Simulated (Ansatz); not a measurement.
Relaxed-ion elastic tensor of BeO (wurtzite, P6_3mc) in GPa (Voigt order), r²SCAN (plane waves, PAW; program Ansatz); density 3.03 g/cm³, 6.85 Å³ per atom.

```
 462   126  87.5   0.0   0.0   0.0
 126   462  87.5   0.0   0.0   0.0
87.5  87.5   501   0.0   0.0   0.0
 0.0   0.0   0.0   149   0.0   0.0
 0.0   0.0   0.0   0.0   149   0.0
 0.0   0.0   0.0   0.0   0.0   168
```

Task: Is the crystal mechanically stable?

Result: Yes: the smallest eigenvalue of C is 149 GPa.

Task: Work out the Voigt, Reuss and Hill averages.

Result: K_V = 225, K_R = 225, K_H = 225; G_V = 168, G_R = 166, G_H = 167 GPa.

Task: Give Young's modulus, Poisson's ratio, Pugh's ratio and the universal anisotropy index.

Result: E = 9KG/(3K + G) = 401 GPa; ν = 0.20; K/G = 1.35 (brittle by the Pugh limit of 1.75); A_U = 5G_V/G_R + K_V/K_R − 6 = 0.07.

Task: Estimate the sound speeds and the Debye temperature.

Result: v_l = √((K + 4G/3)/ρ) = 12100 m/s, v_t = √(G/ρ) = 7420 m/s, mean 8190 m/s; Θ = (h/k)(3n/4πV)^(1/3) v_m = 1280 K.

Task: How much does each axis shrink under pressure?

Result: Linear compressibilities β_i = Σ_j S_ij (j = 1 to 3): x 1.5, y 1.5, z 1.5 per TPa.

Symmetry was held in the r²SCAN relaxation; phonons on a q-mesh show no instability.

Potentials: the earlier of the program's two PAW sets.
